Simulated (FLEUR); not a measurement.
# Si2Mo (I4/mmm) in FLEUR: a series of runs

One crystal, Si2Mo, is run at these levels: PBEsol+U; tasks: single point.

All numbers are computed with FLEUR MaX-R8.1 (later development tree); they aren't measurements. Logs are shortened: lines on timing, memory, paths and dates and some standing lists are left out, and cuts for length are marked.

**1. The structure**

The structure is tetragonal, space group I4/mmm (No. 139). The conventional cell has a = 3.200 Å, b = 3.200 Å, c = 7.861 Å, α = 90.00°, β = 90.00°, γ = 90.00°. Around Mo (site symmetry 4/mmm) lie 10 Si at 2.62 Å. Around Si (site symmetry 4mm) lie 5 Si at 2.61 to 2.63 Å and 5 Mo at 2.62 Å.

**2. Single point, PBEsol+U**

Input file inp.xml:

```xml
<?xml version="1.0" encoding="UTF-8" standalone="no"?>
<fleurInput fleurInputVersion="0.39">
   <comment>
      Si2Mo                                                                                               
   </comment>
   <calculationSetup>
      <cutoffs Kmax="4.34" Gmax="13.4" GmaxXC="13.4" numbands="0"/>
      <scfLoop itmax="100" minDistance="0.0002" maxIterBroyd="50" imix="Anderson" alpha="0.05" precondParam="0.0" spinf="2.0" sdNocoIR="T"/>
      <coreElectrons ctail="T" frcor="F" kcrel="0" coretail_lmax="0"/>
      <xcFunctional name="PBEs" relativisticCorrections="F"/>
      <magnetism jspins="1"/>
      <soc l_soc="F" theta="0.0" phi="0.0" spav="F"/>
      <expertModes spex="0" secvar="F"/>
      <geometryOptimization l_f="F" forcealpha="1.0" forcemix="BFGS" epsdisp="0.00001" epsforce="0.00001"/>
      <ldaU l_linMix="F" mixParam="0.05" spinf="1.0"/>
   </calculationSetup>
   <cell>
      <bzIntegration valenceElectrons="38.0" mode="hist" fermiSmearingEnergy="0.00183747">
         <kPointListSelection listName="default-1"/>
         <!-- k-points included here -->
         <xi:include xmlns:xi="http://www.w3.org/2001/XInclude" href="kpts.xml"> </xi:include>
      </bzIntegration>
      <!-- symmetry operations included here -->
      <xi:include xmlns:xi="http://www.w3.org/2001/XInclude" href="sym.xml"> </xi:include>
      <bulkLattice scale="1.0">
         <bravaisMatrix>
            <row-1>   -3.0235617993599999     3.0235617993599999     7.4275685327402989</row-1>
            <row-2>    3.0235617993599999    -3.0235617993599999     7.4275685327402989</row-2>
            <row-3>    3.0235617993599999     3.0235617993599999    -7.4275685327402989</row-3>
         </bravaisMatrix>
      </bulkLattice>
   </cell>
   <atomSpecies>
      <species name="Molybdenum (Mo)" element="Mo" atomicNumber="42">
         <mtSphere radius="2.27" gridPoints="757" logIncrement="0.017"/>
         <atomicCutoffs lmax="9" lnonsphr="9"/>
         <electronConfig flipSpins="F">
            <coreConfig>(1s1/2) (2s1/2) (2p1/2) (2p3/2) (3s1/2) (3p1/2) (3p3/2) (3d3/2) (3d5/2)</coreConfig>
            <valenceConfig>(4s1/2) (4p1/2) (4p3/2) (5s1/2) (4d3/2) (4d5/2)</valenceConfig>
            <stateOccupation state="(5s1/2)" spinUp="0.500000" spinDown="0.500000"/>
            <stateOccupation state="(4d3/2)" spinUp="1.000000" spinDown="1.000000"/>
            <stateOccupation state="(4d5/2)" spinUp="1.500000" spinDown="1.500000"/>
         </electronConfig>
         <energyParameters s="5" p="5" d="4" f="4"/>
         <ldaU l="2" U="0.0" J="0.0" l_amf="F"/>
         <lo type="SCLO" l="0" n="4" eDeriv="0"/>
         <lo type="SCLO" l="1" n="4" eDeriv="0"/>
         <lo type="SCLO" l="1" n="4" eDeriv="1"/>
         <lo type="SCLO" l="3" n="4" eDeriv="2"/>
      </species>
      <species name="Silicon (Si)" element="Si" atomicNumber="14">
         <mtSphere radius="2.26" gridPoints="757" logIncrement="0.015"/>
         <atomicCutoffs lmax="9" lnonsphr="9"/>
         <electronConfig flipSpins="F">
            <coreConfig>(1s1/2)</coreConfig>
            <valenceConfig>(2s1/2) (2p1/2) (2p3/2) (3s1/2) (3p1/2) (3p3/2)</valenceConfig>
            <stateOccupation state="(3p1/2)" spinUp="0.333333" spinDown="0.333333"/>
            <stateOccupation state="(3p3/2)" spinUp="0.666667" spinDown="0.666667"/>
         </electronConfig>
         <energyParameters s="3" p="3" d="3" f="4"/>
         <lo type="SCLO" l="0" n="2" eDeriv="0"/>
         <lo type="SCLO" l="1" n="2" eDeriv="0"/>
         <lo type="SCLO" l="2" n="3" eDeriv="2"/>
         <lo type="SCLO" l="3" n="4" eDeriv="2"/>
      </species>
   </atomSpecies>
   <atomGroups>
      <atomGroup species="Molybdenum (Mo)">
         <relPos label="                   1">.0000000000 .0000000000 .0000000000</relPos>
         <force calculate="T" relaxXYZ="TTT"/>
      </atomGroup>
      <atomGroup species="Silicon (Si)">
         <relPos label="                   2">-.3330000000 -.3330000000 .0000000000</relPos>
         <relPos label="                   3">.3330000000 .3330000000 .0000000000</relPos>
         <force calculate="T" relaxXYZ="TTT"/>
      </atomGroup>
   </atomGroups>
   <output dos="F" band="F" slice="F">
      <checks vchk="F" cdinf="F"/>
      <bandDOS minEnergy="-.5*Htr" maxEnergy="0.5*Htr" sigma="0.015" storeEVData="T"/>
      <vacuumDOS vacdos="F" integ="F" star="F" nstars="0" locx1="0.0" locy1="0.0" locx2="0.0" locy2="0.0" nstm="0" tworkf="0.0"/>
      <unfoldingBand unfoldBand="F" supercellX="1" supercellY="1" supercellZ="1"/>
      <plotting iplot="0" polar="F">
         <plot TwoD="T" vec1="  1.0  0.0  0.0" vec2="  0.0  1.0  0.0" vec3="  0.0  0.0  1.0" zero="  0.0  0.0  0.0" file="plot"/>
      </plotting>
      <chargeDensitySlicing numkpt="0" minEigenval="0.0" maxEigenval="0.0" nnne="0" pallst="F"/>
      <specialOutput eonly="F"/>
      <moessbauerParams electricFieldGradient="T" isomerShift="T" coreHyperfine="T" valenceHyperfine="T"/>
      <magneticCircularDichroism mcd="F" energyLo="-10.0" energyUp="0.0"/>
   </output>
  <!-- We include the file relax.xml here to enable relaxations (see documentation) -->
  <xi:include xmlns:xi="http://www.w3.org/2001/XInclude" href="relax.xml"> <xi:fallback/> </xi:include>
</fleurInput>
```

Input file crystal.txt:

```
Si2Mo
&input cartesian=F /
-1.6000000000  1.6000000000  3.9305000000
1.6000000000  -1.6000000000  3.9305000000
1.6000000000  1.6000000000  -3.9305000000
1.8897261246
1.0 1.0 1.0

3
42 0.0000000000  0.0000000000  0.0000000000
14 0.6670000000  0.6670000000  0.0000000000
14 0.3330000000  0.3330000000  0.0000000000

&kpt div1=10 div2=10 div3=10 gamma=T /
```

Potentials or basis: all-electron, FLAPW.

Command:

```sh
inpgen -f crystal.txt -profile fastHighL
# inp.xml edited to the form shown
fleur_MPI
```

The log of the run:

```text
Welcome to FLEUR        (www.flapw.de)
      MaX-Release 8.1          (www.max-centre.eu)

 ========== k-point set info ==========
 Selected k-point list: default-1
 k-point list type: mesh
 10 x 10 x 10
 Number of k points: 102

 ------------Calculation Setup---------------------------
 Number of MPI-tasks      :            1
 Number of PE/node        :            1
 Number of OMP-threads    :            1
 Most efficient MPI parallelization for:
           1           2           3           6          17          34          51         102
 Additional eigenvalue parallelization possible
 Number of basis functions:          468
 Approximate size of matrices (H+S) per k-point:         0.003 GB
 --------------------------------------------------------
 no density matrix found ... skipping LDA+U
 Reset of history
 Iteration:     1   Distance:      13.23041766 me/bohr^3
 Iteration:     2   Distance:      11.28372066 me/bohr^3
 Iteration:     3   Distance:       9.75995084 me/bohr^3
 Iteration:     4   Distance:       8.24779213 me/bohr^3
 Iteration:     5   Distance:       2.87287750 me/bohr^3
 Iteration:     6   Distance:       1.48244864 me/bohr^3
 Iteration:     7   Distance:       1.22591536 me/bohr^3
 Iteration:     8   Distance:       0.81106980 me/bohr^3
 Iteration:     9   Distance:       0.32398474 me/bohr^3
 Iteration:    10   Distance:       0.12414148 me/bohr^3
 Iteration:    11   Distance:       0.04706987 me/bohr^3
 Iteration:    12   Distance:       0.01779838 me/bohr^3
 Iteration:    13   Distance:       0.00130488 me/bohr^3
 Iteration:    14   Distance:       0.00108631 me/bohr^3
 Iteration:    15   Distance:       0.00032402 me/bohr^3
 Iteration:    16   Distance:       0.00003512 me/bohr^3

 ********************************************************************
 Run finished successfully
 Stop message:
   all done
 ********************************************************************
```

Wall time 3.6 min (1 thread of Arm Neoverse N1, shared host); peak memory 0.08 GiB.

Results:

| Property | Result |
| --- | --- |
| Free energy | -125894.1570 eV |
| Band gap on the k mesh | none (metal or under the smearing width) |
| Valence electrons inside the program's atomic spheres | Mo 11.63; Si 10.52 (radii Mo 2.27, Si 2.26 bohr) |

Eigenvalues of the final occupation matrices:
| site | spin | trace | eigenvalues |
| --- | --- | --- | --- |
| atom type 1 | 1 | 3.40 | 0.52 0.59 0.76 0.76 0.77 |

Core levels (eV from the Fermi level):
| atom | levels |
| --- | --- |
| 1 Mo | 1s1/2 -19797.2, 2s1/2 -2792.7, 2p1/2 -2569.3, 2p3/2 -2462.9, 3s1/2 -472.2, 3p1/2 -387.2, 3p3/2 -369.7, 3d3/2 -219.3, 3d5/2 -216.0 |
| 2 Si | 1s1/2 -1777.1 |
| 3 Si | 1s1/2 -1777.1 |

Caveat: U without spin polarisation on a metal has little footing; the U is typed as a test and isn't derived for this compound.

**3. Single point, PBEsol+U**

Edit inp.xml of step 2 so:

```diff
@@ -44,3 +44,3 @@
          <energyParameters s="5" p="5" d="4" f="4"/>
-         <ldaU l="2" U="0.0" J="0.0" l_amf="F"/>
+         <ldaU l="2" U="2" J="0.0" l_amf="F"/>
          <lo type="SCLO" l="0" n="4" eDeriv="0"/>
```

crystal.txt is that of step 2.

Potentials or basis: all-electron, FLAPW.

Command:

```sh
inpgen -f crystal.txt -profile fastHighL
# inp.xml edited to the form shown
fleur_MPI
```

The log of the run:

```text
Welcome to FLEUR        (www.flapw.de)
      MaX-Release 8.1          (www.max-centre.eu)

 ========== k-point set info ==========
 Selected k-point list: default-1
 k-point list type: mesh
 10 x 10 x 10
 Number of k points: 102

 ------------Calculation Setup---------------------------
 Number of MPI-tasks      :            1
 Number of PE/node        :            1
 Number of OMP-threads    :            1
 Most efficient MPI parallelization for:
           1           2           3           6          17          34          51         102
 Additional eigenvalue parallelization possible
 Number of basis functions:          468
 Approximate size of matrices (H+S) per k-point:         0.003 GB
 --------------------------------------------------------
 no density matrix found ... skipping LDA+U
 Reset of history
 Iteration:     1   Distance:      13.23041766 me/bohr^3
 Iteration:     2   Distance:      12.61769396 me/bohr^3
 Iteration:     3   Distance:      10.80199730 me/bohr^3
 Iteration:     4   Distance:       8.16121709 me/bohr^3
 Iteration:     5   Distance:       4.68208006 me/bohr^3
 Iteration:     6   Distance:       1.57223910 me/bohr^3
 Iteration:     7   Distance:       2.01726859 me/bohr^3
 Iteration:     8   Distance:       0.63572363 me/bohr^3
 Iteration:     9   Distance:       0.63541450 me/bohr^3
 Iteration:    10   Distance:       0.12732197 me/bohr^3
 Iteration:    11   Distance:       0.02682481 me/bohr^3
 Iteration:    12   Distance:       0.01659433 me/bohr^3
 Iteration:    13   Distance:       0.00117967 me/bohr^3
 Iteration:    14   Distance:       0.00132935 me/bohr^3
 Iteration:    15   Distance:       0.00037871 me/bohr^3
 Iteration:    16   Distance:       0.00003784 me/bohr^3

 ********************************************************************
 Run finished successfully
 Stop message:
   all done
 ********************************************************************
```

out.xml (last iteration):

```text
<iteration numberForCurrentRun="   16" overallNumber="   16">
         <energyParameters units="Htr">
            <atomicEP atomType="1" spin="1" branch="5s" branchLowest="-1.66" branchHighest="3.06" value="0.2523804092"/>
            <atomicEP atomType="1" spin="1" branch="5p" branchLowest="-0.64" branchHighest="3.83" value="0.3637726889"/>
            <atomicEP atomType="1" spin="1" branch="4d" branchLowest="-7.49" branchHighest="0.98" value="0.3907374676"/>
[... 126 lines left out ...]
            </densityMatrixFor>
         </ldaUDensityMatrix>
         <ldaUDensityMatrixConvergence>
            <distance spin="1" distance="0.000003"/>
         </ldaUDensityMatrixConvergence>
         <densityConvergence units="me/bohr^3">
            <chargeDensity spin="1" distance="0.0000378406"/>
         </densityConvergence>
      </iteration>
```

It took 3.6 min on 1 thread of Arm Neoverse N1, shared host; peak memory 0.08 GiB.

Results:

- Free energy: -125891.9514 eV
- Band gap on the k mesh: none (metal or under the smearing width)
- Valence electrons inside the program's atomic spheres: Mo 11.60; Si 10.52 (radii Mo 2.27, Si 2.26 bohr)

Levels at points of the mesh, in eV from the Fermi level:
```
           k point  band 17  band 18  band 19  band 20  band 21  band 22
(0.00, 0.00, 0.00)    -2.66    -2.66     0.41     3.06     3.07     3.60
(0.00, 0.00, 0.50)    -4.49    -3.07    -1.20     2.56     2.83     2.98
(0.00, 0.50, 0.00)    -2.56    -2.51    -0.51     2.44     3.01     4.08
(0.50, 0.50, 0.50)    -0.58    -0.58    -0.54    -0.54     0.55     4.60
```

Eigenvalues of the final occupation matrices:
```
       site  spin  trace               eigenvalues
atom type 1     1   3.36  0.49 0.58 0.76 0.76 0.78
```

Core levels (eV from the Fermi level):
```tsv
atom	levels
1 Mo	1s1/2 -19797.5, 2s1/2 -2793.1, 2p1/2 -2569.7, 2p3/2 -2463.2, 3s1/2 -472.5, 3p1/2 -387.5, 3p3/2 -370.0, 3d3/2 -219.6, 3d5/2 -216.3
2 Si	1s1/2 -1777.1
3 Si	1s1/2 -1777.1
```

Caveat: U without spin polarisation on a metal has little footing; the U is typed as a test and isn't derived for this compound.
